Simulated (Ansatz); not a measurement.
# Ga in Ansatz: convergence with scf exx energy threshold

Crystal: Ga.

```
Ga
1.0
     1.38300   -4.02650    0.00000
     1.38300    4.02650    0.00000
    -0.11745    0.00000    3.32993
Ga
2
Direct
  0.13100 0.86900 0.75000
  0.86900 0.13100 0.25000
```

This isn't the form of Ga at room conditions, which is orthorhombic.

```yaml
Program: Ansatz 0.2.0
Task: convergence study
Functional: PBE0
Potentials_or_basis: Ansatz PAW
Cutoff: "420 eV (not typed: the program's choice for these potentials)"
k_mesh: 5 × 5 × 4
Occupations: methfessel-paxton, width 0.1 eV
Spin: no spin polarisation
```

These are the settings of the first run; the series varies scf exx energy threshold, with any setting tied to it.

Hardware: 2 threads of AMD EPYC 9R45 96-Core Processor (Zen 5) (shared host).

| scf exx energy threshold | energy less the tightest run, at zero smearing (meV/atom) | SCF cycles | CPU time (s) | peak memory (GiB) |
| --- | --- | --- | --- | --- |
| 0.01 | 0.00 | 31 | 21 | 0.89 |
| 0.001 | 0.00 | 31 | 21 | 0.9 |
| 0.0001 | 0.00 | 31 | 21 | 0.89 |
| 1e-05 | 0.00 | 31 | 21 | 0.89 |
| 1e-06 | 0.00 | 30 | 20 | 0.88 |
| 1e-07 | 0.00 | 32 | 21 | 0.87 |

Against the tightest run, the energy stays within 1 meV/atom from 0.01 on. The tightest run that finished is the yardstick and may itself not be fully converged.

Caveat, for the tightest run too: the k mesh is coarse (spacing up to 0.48 Å⁻¹), so the values aren't converged, least of all with exact exchange.
